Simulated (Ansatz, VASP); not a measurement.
## TiC: VASP beside Ansatz

```
Ti C
1.0
     0.00000    2.14558    2.14558
     2.14558    0.00000    2.14558
     2.14558    2.14558    0.00000
Ti C
1 1
Direct
  0.00000 0.00000 0.00000
  0.50000 0.50000 0.50000
```

Alike in both runs: functional PBE; dispersion D3(BJ); k mesh 16 × 16 × 16; occupations gaussian, width 0.1 eV; no spin polarisation.

Ansatz relaxed the structure, and its values are those at the end. VASP's run is a single point on that final structure, the one shown.

|  | VASP | Ansatz |
| --- | --- | --- |
| version | VASP 6.6.1 | Ansatz 0.2.0 |
| potentials or method | VASP PAW PBE potentials, release 64 (Ti_sv, C) | scalar-relativistic, plane waves, PAW |
| plane-wave cutoff (eV) | 520 | 420 |
| valence electrons in the cell | 16 | 16 |

Ansatz gave:

| Property | Result |
| --- | --- |
| gap on the k mesh at the Fermi level (eV) | none |
| pressure (GPa) | 0.0 |

Which values does VASP return?

gap on the k mesh at the Fermi level (eV): none; pressure (GPa): 0.2.

A gap of «none» marks a metal or a gap that the smearing closes.

Caveats: pairwise dispersion overbinds metals, which lowers pressure and volume.
